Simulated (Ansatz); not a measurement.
# H in In

All numbers below come from DFT PBE, scalar-relativistic, plane waves, PAW (Ansatz 0.2.0).

Plane waves to 420 eV, a k mesh through Γ of 14×14×14 on the computed 1-atom cell and Gaussian smearing (0.10 eV); no spin polarisation for the host; each changed cell takes a mesh and smearing chosen by its own gap and starts from the host's moments or customary ones, or runs without spin. Cells and atoms are relaxed to the nearest stationary point that keeps the symmetry of their start (forces under 0.02 to 0.04 eV/Å, stress under 0.1 to 0.2 GPa); energies are at zero smearing, without zero-point or thermal terms.

Relaxed host (gap on the mesh 0 eV):

```xyz
1
Lattice="-1.9066 1.9066 1.9066 1.9066 -1.9066 1.9066 1.9066 1.9066 -1.9066" Properties=species:S:1:pos:R:3 pbc="T T T"
In    0.0000    0.0000    0.0000
```

Cases: (1) 1 H in a 2×2×2 repeat of the cell, at (0.125 0.250 0.375) in fractions of that repeat, 2.13 Å from the nearest atom of the relaxed host.

Problem. Give the energy per H taken from half an H2 molecule (negative: uptake is favourable), the swelling and the final surroundings.

Solution.
```tsv
case	formula	energy per H (eV)	ΔV (%)	principal strains (%)	nearest host atoms of the first H	gap (eV)
1	In8H	0.83	+3.9	+1.5 +1.5 +0.9	4 (In) from 2.19 Å	0
```

Each ion keeps what symmetry its start has, so a lower place off a symmetric site can be missed, above all for H.

Relaxed structure of case 1:

```xyz
9
Lattice="-3.8699 3.8467 3.8699 3.8699 -3.8467 3.8699 3.8699 3.8467 -3.8699" Properties=species:S:1:pos:R:3 pbc="T T T"
In    0.1174   -0.2610    0.0000
In    1.9349    2.1844   -1.8175
In    1.9349   -2.0879    2.1401
In    3.7524   -0.2610    0.0000
In   -1.9349    1.7588    1.7298
In   -0.2052    4.0113    0.0000
In    0.2052    0.1646    3.8699
In    1.9349    2.1844    1.8175
H     1.9349    0.9617    0.0000
```

This form of In, the host, isn't the element's usual structure.

Cost: 2 runs of about 7.6 core-minutes in all, on Arm Neoverse V2 (shared hosts).